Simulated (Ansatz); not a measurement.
# Strain response of TiO$_{2}$

Method: DFT r2SCAN+U, scalar-relativistic, plane waves, PAW (Ansatz 0.2.0). Run with 500 eV cutoff, 6×6×8 k-mesh, Gaussian smearing of 0.02 eV, no spin polarisation, U_eff Ti 4.0 eV on d shells.

The relaxed crystal:

```yaml
crystal:
  lattice:
    - [4.59734, 0.00000, 0.00000]
    - [0.00000, 4.59734, 0.00000]
    - [0.00000, 0.00000, 2.99318]
  atoms:
    - { symbol: Ti, position: [0.50000, 0.50000, 0.00000] }
    - { symbol: Ti, position: [0.00000, 0.00000, 0.50000] }
    - { symbol: O, position: [0.69483, 0.69483, 0.50000] }
    - { symbol: O, position: [0.80517, 0.19483, 0.00000] }
    - { symbol: O, position: [0.19483, 0.80517, 0.00000] }
    - { symbol: O, position: [0.30517, 0.30517, 0.50000] }
```

Deformation: uniaxial strain along c, with the lengths of a and b and the atoms relaxed and the angles held, all within the symmetry that the strain leaves. Energies are extrapolated to zero smearing. Gaps are generalised Kohn–Sham gaps over the whole zone.

| strain (%) | ΔE (meV/atom) | a (Å) | b (Å) | c (Å) | gap (eV) |
| --- | --- | --- | --- | --- | --- |
| -4.5 | 29.3 | 4.665 | 4.665 | 2.858 | 2.69 |
| -3.0 | 12.6 | 4.642 | 4.642 | 2.903 | 2.70 |
| -1.5 | 3.0 | 4.620 | 4.620 | 2.948 | 2.70 |
| +0.0 | 0.0 | 4.597 | 4.597 | 2.993 | 2.70 |
| +1.5 | 2.8 | 4.575 | 4.575 | 3.038 | 2.70 |
| +3.0 | 10.9 | 4.553 | 4.553 | 3.083 | 2.70 |
| +4.5 | 23.8 | 4.531 | 4.531 | 3.128 | 2.69 |

Question: What stiffness (1/V) d²E/dε² at zero strain does a cubic fit over all points give?

Answer: A cubic fit gives (1/V) d²E/dε² = 399 GPa at zero strain (Young's modulus along this axis, angles held).

Question: How does the free axis a answer a small strain?

Answer: Between the innermost points its strain is -0.33 times the applied one.

Question: How fast does the gap move with strain on either side?

Answer: 0 meV per percent on the compressed side and 1 meV per percent on the stretched side; it is indirect at -1.5 %, indirect at zero and indirect at +1.5 %.